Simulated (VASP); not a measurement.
# GaSb (F-43m) in VASP: notebook, part 2 of 2

VASP 6.6.1. Earlier steps stand in the parts before.

## Step 3: Relaxation of the atoms, r2SCAN (a relaxed cell with its volume scaled by 0.96)

Input file INCAR:

```
SYSTEM = GaSb
PREC = Accurate
ENCUT = 600
EDIFF = 1E-7
ISMEAR = 0
SIGMA = 0.03
LREAL = .False.
LASPH = .True.
NELM = 80
ALGO = Normal
ISIF = 2
LWAVE = .False.
LCHARG = .False.
METAGGA = R2SCAN
LMIXTAU = .True.
IBRION = 2
NSW = 40
EDIFFG = -0.01
```

Input file KPOINTS:

```
Automatic mesh
0
Gamma
  10 10 10
  0 0 0
```

Input file POSCAR:

```
GaSb                                    
1.0
    0.0000000000      3.0255817400      3.0255817400
    3.0255817400      0.0000000000      3.0255817400
    3.0255817400      3.0255817400      0.0000000000
  Ga              Sb            
     1     1
Direct
     0.0000000000000000    0.0000000000000000    0.0000000000000000
     0.2500000000000000    0.2500000000000000    0.2500000000000000
```

Potentials or basis: VASP PAW PBE potentials, release 64 (Ga_d, Sb).

Launch:

```console
> cat potpaw_PBE.64/Ga_d/POTCAR potpaw_PBE.64/Sb/POTCAR > POTCAR
> mpirun -np 1 vasp_std > vasp.out
```

OUTCAR:

```text
SYSTEM = GaSb
   PREC = Accurate
   ENCUT = 600
   EDIFF = 1E-7
   ISMEAR = 0
   LREAL = .False.
   LASPH = .True.
   NELM = 80
   ISIF = 2
   METAGGA = R2SCAN
   IBRION = 2
   NSW = 40
   EDIFFG = -0.01

 ion  position               nearest neighbor table
   1  0.000  0.000  0.000-   2 2.62   2 2.62   2 2.62   2 2.62
   2  0.250  0.250  0.250-   1 2.62   1 2.62   1 2.62   1 2.62

  LATTYP: Found a face centered cubic cell.
 ALAT       =     6.0511634800

  Lattice vectors:

 A1 = (   0.0000000000,   3.0255817400,   3.0255817400)
 A2 = (   3.0255817400,   0.0000000000,   3.0255817400)
 A3 = (   3.0255817400,   3.0255817400,   0.0000000000)

Analysis of symmetry for initial positions (statically):
=====================================================================
 Subroutine PRICEL returns:
 Original cell was already a primitive cell.

 Routine SETGRP: Setting up the symmetry group for a
 face centered cubic supercell.

 Subroutine GETGRP returns: Found 24 space group operations
 (whereof 24 operations were pure point group operations)
 out of a pool of 48 trial point group operations.

The static configuration has the point symmetry T_d .

Analysis of symmetry for dynamics (positions and initial velocities):
=====================================================================
 Subroutine PRICEL returns:
 Original cell was already a primitive cell.

 Routine SETGRP: Setting up the symmetry group for a
 face centered cubic supercell.

 Subroutine GETGRP returns: Found 24 space group operations
 (whereof 24 operations were pure point group operations)
 out of a pool of 48 trial point group operations.

The dynamic configuration has the point symmetry T_d .

 Subroutine INISYM returns: Found 24 space group operations
 (whereof 24 operations are pure point group operations),
 and found     1 'primitive' translations

[... 123 lines left out ...]
   LEPSILON=     F    determine dielectric tensor
   LRPA    =     F    only Hartree local field effects (RPA)
 conjugate gradient relaxation of ions
 non-spin polarized calculation
 Gauss-broadening in eV      SIGMA  =   0.03
  energy-cutoff  :      600.00
  volume of cell :       55.39
 maximum number of plane-waves:      1868
 NGX is ok and might be reduce to    36
   NGX = 17   NGY = 17   NGZ = 17

 number of electron      18.0000004 magnetization

 Free energy of the ion-electron system (eV)
  ---------------------------------------------------
  ext. energy  EPLUGINS =         0.00000000
  ---------------------------------------------------
  free energy    TOTEN  =       -37.58857281 eV

  energy without entropy =      -37.58857281  energy(sigma->0) =      -37.58857281

 E-fermi :   5.1926     XC(G=0):  -9.8758

 val. band max:        5.0326112419   @ k =   0.0000   0.0000   0.0000
 cond. band min:       5.7355610469   @ k =   0.0000   0.0000   0.0000
 fundamental gap:      0.7029498050
 Fermi energy:         5.1925756740

 k-point     1 :       0.0000    0.0000    0.0000
  band No.  band energies     occupation
      1     -10.5331      2.00000
      2     -10.5331      2.00000
      3     -10.5331      2.00000
      4     -10.4704      2.00000
      5     -10.4704      2.00000
      6      -7.1439      2.00000
      7       5.0326      2.00000
      8       5.0326      2.00000
      9       5.0326      2.00000
     10       5.7356      0.00000
     11       7.9989      0.00000
     12       7.9990      0.00000
     13       7.9990      0.00000
[... 354 lines left out ...]
  band No.  band energies     occupation
      1     -10.5771      2.00000
      2     -10.5104      2.00000
      3     -10.5098      2.00000
      4     -10.4809      2.00000
      5     -10.4668      2.00000
      6      -5.3647      2.00000
      7      -0.7902      2.00000
      8       2.3132      2.00000
      9       2.6403      2.00000
     10       6.4532      0.00000
     11       7.5984      0.00000
     12      11.7984      0.00000
     13      12.2851      0.00000

 [... further k-points ...]

------------------------ aborting loop because EDIFF is reached ----------------------------------------

  FORCE on cell =-STRESS in cart. coord.  units (eV):
  Direction    XX          YY          ZZ          XY          YZ          ZX
  --------------------------------------------------------------------------------------
  -------------------------------------------------------------------------------------
  Total        0.8432055      0.8432055      0.8432055      0.0000000      0.0000000      0.0000000
  in kB       24.3886277     24.3886277     24.3886277      0.0000000      0.0000000      0.0000000
  external PRESSURE =      24.3886277 kB  Pullay stress =       0.0000000 kB

 VOLUME and BASIS-vectors are now :
 -----------------------------------------------------------------------------
  energy-cutoff  :      600.00
  volume of cell :       55.39
      direct lattice vectors                 reciprocal lattice vectors
     0.000000000  3.025581740  3.025581740    -0.165257475  0.165257475  0.165257475
     3.025581740  0.000000000  3.025581740     0.165257475 -0.165257475  0.165257475
     3.025581740  3.025581740  0.000000000     0.165257475  0.165257475 -0.165257475

 POSITION                                       TOTAL-FORCE (eV/Angst)
 -----------------------------------------------------------------------------------
      0.00000      0.00000      0.00000        -0.000000     -0.000000      0.000000
      1.51279      1.51279      1.51279         0.000000      0.000000     -0.000000
 -----------------------------------------------------------------------------------
    total drift:                                0.000008      0.000008      0.000008

  FREE ENERGIE OF THE ION-ELECTRON SYSTEM (eV)
  ---------------------------------------------------
  free  energy   TOTEN  =       -37.5885728084 eV

  energy  without entropy=      -37.5885728084  energy(sigma->0) =      -37.58857281

 reached required accuracy - stopping structural energy minimisation
```

CONTCAR:

```text
GaSb
   1.00000000000000
     0.0000000000000000    3.0255817399999998    3.0255817399999998
     3.0255817399999998    0.0000000000000000    3.0255817399999998
     3.0255817399999998    3.0255817399999998    0.0000000000000000
  Ga              Sb
     1     1
Direct
     0.0000000000000000    0.0000000000000000    0.0000000000000000
     0.2500000000000000    0.2500000000000000    0.2500000000000000

  0.00000000E+00  0.00000000E+00  0.00000000E+00
  0.00000000E+00  0.00000000E+00  0.00000000E+00
```

Wall time 1.7 min (1 thread of Intel Xeon 6975P-C (Granite Rapids), shared host); peak memory 0.24 GiB.

What came out:

```yaml
Free_energy: -37.5886 eV
Pressure_after_relaxing: 2.4 GPa
Band_gap_on_the_k_mesh: 0.70 eV, direct
```

Final structure:
```
Ga Sb
1.0
     0.00000    3.02558    3.02558
     3.02558    0.00000    3.02558
     3.02558    3.02558    0.00000
Ga Sb
1 1
Cartesian
  0.0000 0.0000 0.0000
  1.5128 1.5128 1.5128
```

Caveat: the relaxation stopped at its first step, so nothing moved; the PAW data sets were made with another functional, which shifts forces and pressure a little; spin-orbit coupling is left out, which moves the levels of the heavy elements.

## Step 4: Relaxation of the atoms, r2SCAN (a relaxed cell with its volume scaled by 0.98)

INCAR is that of step 3.

KPOINTS is that of step 3.

Input file POSCAR:

```
GaSb                                    
1.0
    0.0000000000      3.0464484803      3.0464484803
    3.0464484803      0.0000000000      3.0464484803
    3.0464484803      3.0464484803      0.0000000000
  Ga              Sb            
     1     1
Direct
     0.0000000000000000    0.0000000000000000    0.0000000000000000
     0.2500000000000000    0.2500000000000000    0.2500000000000000
```

Launch:

```console
> cat potpaw_PBE.64/Ga_d/POTCAR potpaw_PBE.64/Sb/POTCAR > POTCAR
> mpirun -np 1 vasp_std > vasp.out
```

Run time: 99 s. Hardware: 1 thread of Intel Xeon 6975P-C (Granite Rapids), shared host; peak memory 0.25 GiB.

It converged, with:

```yaml
Free_energy: -37.6016 eV
Pressure_after_relaxing: 1.2 GPa
Band_gap_on_the_k_mesh: 0.54 eV, direct
```

Final structure:
```
Ga Sb
1.0
     0.00000    3.04645    3.04645
     3.04645    0.00000    3.04645
     3.04645    3.04645    0.00000
Ga Sb
1 1
Direct
  0.00000 0.00000 0.00000
  0.25000 0.25000 0.25000
```

Levels at points of the mesh, in eV from the valence-band top:
| k point | band 7 | band 8 | band 9 | band 10 | band 11 | band 12 |
| --- | --- | --- | --- | --- | --- | --- |
| (0.00, 0.00, 0.00) | 0.00 | 0.00 | 0.00 | 0.54 | 2.98 | 2.98 |
| (0.50, 0.00, 0.00) | -6.65 | -1.24 | -1.24 | 0.71 | 4.01 | 4.01 |
| (0.50, 0.50, 0.00) | -7.11 | -2.74 | -2.74 | 1.11 | 1.46 | 9.35 |

Caveat: the relaxation stopped at its first step, so nothing moved; the PAW data sets were made with another functional, which shifts forces and pressure a little; spin-orbit coupling is left out, which moves the levels of the heavy elements. A k mesh can miss the band edges.

## Step 5: Relaxation of the atoms, r2SCAN

INCAR is that of step 4.

KPOINTS is that of step 4.

Input file POSCAR:

```
GaSb                                    
1.0
    0.0000000000      3.0670332161      3.0670332161
    3.0670332161      0.0000000000      3.0670332161
    3.0670332161      3.0670332161      0.0000000000
  Ga              Sb            
     1     1
Direct
     0.0000000000000000    0.0000000000000000    0.0000000000000000
     0.2500000000000000    0.2500000000000000    0.2500000000000000
```

Launch:

```console
> cat potpaw_PBE.64/Ga_d/POTCAR potpaw_PBE.64/Sb/POTCAR > POTCAR
> mpirun -np 1 vasp_std > vasp.out
```

Run time: 94 s. Hardware: 1 thread of Intel Xeon 6975P-C (Granite Rapids), shared host; peak memory 0.24 GiB.

The run converged. Its results:

- Free energy: -37.6059 eV
- Pressure after relaxing: 0.0 GPa
- Band gap on the k mesh: 0.39 eV, direct

Final structure:
```
Ga Sb
1.0
     0.00000    3.06703    3.06703
     3.06703    0.00000    3.06703
     3.06703    3.06703    0.00000
Ga Sb
1 1
Direct
  0.00000 0.00000 0.00000
  0.25000 0.25000 0.25000
```

Levels at points of the mesh, in eV from the valence-band top:
| k point | band 6 | band 7 | band 8 | band 9 | band 10 | band 11 | band 12 | band 13 |
| --- | --- | --- | --- | --- | --- | --- | --- | --- |
| (0.00, 0.00, 0.00) | -11.88 | 0.00 | 0.00 | 0.00 | 0.39 | 2.98 | 2.98 | 2.98 |
| (0.50, 0.00, 0.00) | -10.18 | -6.54 | -1.20 | -1.20 | 0.67 | 4.01 | 4.01 | 6.93 |
| (0.50, 0.50, 0.00) | -9.30 | -7.01 | -2.67 | -2.67 | 1.13 | 1.49 | 9.21 | 9.21 |

Caveat: the relaxation stopped at its first step, so nothing moved; the PAW data sets were made with another functional, which shifts forces and pressure a little; spin-orbit coupling is left out, which moves the levels of the heavy elements.

## Step 6: Relaxation of the atoms, r2SCAN (a relaxed cell with its volume scaled by 1.02)

INCAR is that of step 5.

KPOINTS is that of step 5.

Input file POSCAR:

```
GaSb                                    
1.0
    0.0000000000      3.0873452863      3.0873452863
    3.0873452863      0.0000000000      3.0873452863
    3.0873452863      3.0873452863      0.0000000000
  Ga              Sb            
     1     1
Direct
     0.0000000000000000    0.0000000000000000    0.0000000000000000
     0.2500000000000000    0.2500000000000000    0.2500000000000000
```

Potentials or basis: VASP PAW PBE potentials, release 64 (Ga_d, Sb).

Launch:

```console
> cat potpaw_PBE.64/Ga_d/POTCAR potpaw_PBE.64/Sb/POTCAR > POTCAR
> mpirun -np 1 vasp_std > vasp.out
```

OUTCAR:

```text
SYSTEM = GaSb
   PREC = Accurate
   ENCUT = 600
   EDIFF = 1E-7
   ISMEAR = 0
   LREAL = .False.
   LASPH = .True.
   NELM = 80
   ISIF = 2
   METAGGA = R2SCAN
   IBRION = 2
   NSW = 40
   EDIFFG = -0.01

 ion  position               nearest neighbor table
   1  0.000  0.000  0.000-   2 2.67   2 2.67   2 2.67   2 2.67
   2  0.250  0.250  0.250-   1 2.67   1 2.67   1 2.67   1 2.67

  LATTYP: Found a face centered cubic cell.
 ALAT       =     6.1746905726

  Lattice vectors:

 A1 = (   0.0000000000,   3.0873452863,   3.0873452863)
 A2 = (   3.0873452863,   0.0000000000,   3.0873452863)
 A3 = (   3.0873452863,   3.0873452863,   0.0000000000)

Analysis of symmetry for initial positions (statically):
=====================================================================
 Subroutine PRICEL returns:
 Original cell was already a primitive cell.

 Routine SETGRP: Setting up the symmetry group for a
 face centered cubic supercell.

 Subroutine GETGRP returns: Found 24 space group operations
 (whereof 24 operations were pure point group operations)
 out of a pool of 48 trial point group operations.

[... 178 lines left out ...]
      6      -7.3325      2.00000
      7       4.4028      2.00000
      8       4.4028      2.00000
      9       4.4028      2.00000
     10       4.6439      0.00000
     11       7.3931      0.00000
     12       7.3932      0.00000
     13       7.3932      0.00000
[... 354 lines left out ...]
  band No.  band energies     occupation
      1     -11.0783      2.00000
      2     -11.0251      2.00000
      3     -11.0247      2.00000
      4     -10.9989      2.00000
      5     -10.9878      2.00000
      6      -5.6928      2.00000
      7      -1.2643      2.00000
      8       1.9039      2.00000
      9       2.2051      2.00000
     10       5.8794      0.00000
     11       6.9755      0.00000
     12      10.9266      0.00000
     13      11.4261      0.00000

 [... further k-points ...]

------------------------ aborting loop because EDIFF is reached ----------------------------------------

  FORCE on cell =-STRESS in cart. coord.  units (eV):
  Direction    XX          YY          ZZ          XY          YZ          ZX
  --------------------------------------------------------------------------------------
  -------------------------------------------------------------------------------------
  Total       -0.3742045     -0.3742045     -0.3742045     -0.0000000      0.0000000     -0.0000000
  in kB      -10.1867115    -10.1867115    -10.1867115     -0.0000000      0.0000000     -0.0000000
  external PRESSURE =     -10.1867115 kB  Pullay stress =       0.0000000 kB

 VOLUME and BASIS-vectors are now :
 -----------------------------------------------------------------------------
  energy-cutoff  :      600.00
  volume of cell :       58.86
      direct lattice vectors                 reciprocal lattice vectors
     0.000000000  3.087345286  3.087345286    -0.161951435  0.161951435  0.161951435
     3.087345286  0.000000000  3.087345286     0.161951435 -0.161951435  0.161951435
     3.087345286  3.087345286  0.000000000     0.161951435  0.161951435 -0.161951435

 POSITION                                       TOTAL-FORCE (eV/Angst)
 -----------------------------------------------------------------------------------
      0.00000      0.00000      0.00000         0.000000      0.000000      0.000000
      1.54367      1.54367      1.54367        -0.000000     -0.000000     -0.000000
 -----------------------------------------------------------------------------------
    total drift:                                0.000007      0.000007      0.000007

  FREE ENERGIE OF THE ION-ELECTRON SYSTEM (eV)
  ---------------------------------------------------
  free  energy   TOTEN  =       -37.6023659882 eV

  energy  without entropy=      -37.6023659882  energy(sigma->0) =      -37.60236599

 reached required accuracy - stopping structural energy minimisation
```

OSZICAR:

```text
N       E                     dE             d eps       ncg     rms          rms(c)
DAV:   1     0.532334011113E+02    0.53233E+02   -0.97045E+03  1222   0.190E+03
DAV:   2    -0.331098264047E+02   -0.86343E+02   -0.83894E+02  1337   0.345E+02
DAV:   3    -0.393368713741E+02   -0.62270E+01   -0.61841E+01  1552   0.784E+01
[... 11 lines left out ...]
DAV:  15    -0.376023077625E+02   -0.60755E-04   -0.10009E-04  1377   0.106E-01    0.602E-03
DAV:  16    -0.376023634208E+02   -0.55658E-04   -0.65798E-05  1232   0.673E-02    0.636E-03
DAV:  17    -0.376023635722E+02   -0.15141E-06   -0.17599E-06  1520   0.166E-02    0.479E-03
DAV:  18    -0.376023658598E+02   -0.22876E-05   -0.17057E-06  1247   0.151E-02    0.136E-03
DAV:  19    -0.376023659989E+02   -0.13903E-06   -0.21130E-07  1110   0.708E-03    0.176E-03
DAV:  20    -0.376023659882E+02    0.10657E-07   -0.17694E-07   856   0.557E-03
   1 F= -.37602366E+02 E0= -.37602366E+02  d E =-.376024E+02
```

CONTCAR:

```text
GaSb
   1.00000000000000
     0.0000000000000000    3.0873452863000002    3.0873452863000002
     3.0873452863000002    0.0000000000000000    3.0873452863000002
     3.0873452863000002    3.0873452863000002    0.0000000000000000
  Ga              Sb
     1     1
Direct
     0.0000000000000000    0.0000000000000000    0.0000000000000000
     0.2500000000000000    0.2500000000000000    0.2500000000000000

  0.00000000E+00  0.00000000E+00  0.00000000E+00
  0.00000000E+00  0.00000000E+00  0.00000000E+00
```

Wall time 96 s (1 thread of Intel Xeon 6975P-C (Granite Rapids), shared host); peak memory 0.25 GiB.

What came out:

```yaml
Free_energy: -37.6024 eV
Pressure_after_relaxing: -1.0 GPa
Band_gap_on_the_k_mesh: 0.24 eV, direct
```

Final structure:
```yaml
crystal:
  lattice:
    - [0.00000, 3.08735, 3.08735]
    - [3.08735, 0.00000, 3.08735]
    - [3.08735, 3.08735, 0.00000]
  atoms:
    - { symbol: Ga, position: [0.00000, 0.00000, 0.00000] }
    - { symbol: Sb, position: [0.25000, 0.25000, 0.25000] }
```

Levels at points of the mesh, in eV from the valence-band top:
```tsv
k point	band 6	band 7	band 8	band 9	band 10	band 11	band 12	band 13
(0.00, 0.00, 0.00)	-11.74	0.00	0.00	0.00	0.24	2.99	2.99	2.99
(0.50, 0.00, 0.00)	-10.09	-6.44	-1.17	-1.17	0.62	4.01	4.01	6.93
(0.50, 0.50, 0.00)	-9.24	-6.92	-2.60	-2.60	1.15	1.53	9.08	9.08
```

Caveat: the relaxation stopped at its first step, so nothing moved; the PAW data sets were made with another functional, which shifts forces and pressure a little; spin-orbit coupling is left out, which moves the levels of the heavy elements. A k mesh can miss the band edges.

## Step 7: Overview

| cell | gap on the mesh (eV) | pressure (GPa) |
| --- | --- | --- |
| atoms relaxed from: a relaxed cell with its volume scaled by 0.94 | 0.81 | 3.9 |
| atoms relaxed from: a relaxed cell with its volume scaled by 0.96 | 0.70 | 2.4 |
| atoms relaxed from: a relaxed cell with its volume scaled by 0.98 | 0.54 | 1.2 |
| atoms relaxed | 0.39 | 0.0 |
| atoms relaxed from: a relaxed cell with its volume scaled by 1.02 | 0.24 | -1.0 |

Alike in all rows: task relaxation of the atoms; level r2SCAN; potentials or basis VASP PAW PBE potentials, release 64 (Ga_d, Sb); no spin polarisation; k mesh 10 × 10 × 10; cutoff (eV) 600; smearing gaussian 0.03 eV.

Caveats: the relaxation stopped at its first step, so nothing moved; the PAW data sets were made with another functional, which shifts forces and pressure a little; spin-orbit coupling is left out, which moves the levels of the heavy elements.

Absolute energies hang on the potentials; compare differences alone.

## Step 8: Against experiment

Step 5. Measured gap of GaSb: 0.811 eV (direct; 4.2 K; a printed reference work, data compilation). This calculation gives 0.39 eV (-0.42 eV). Spin-orbit coupling on Ga, Sb is left out. The value is that of r2SCAN on a finite k mesh, which can miss the band edges, without temperature or zero-point motion.
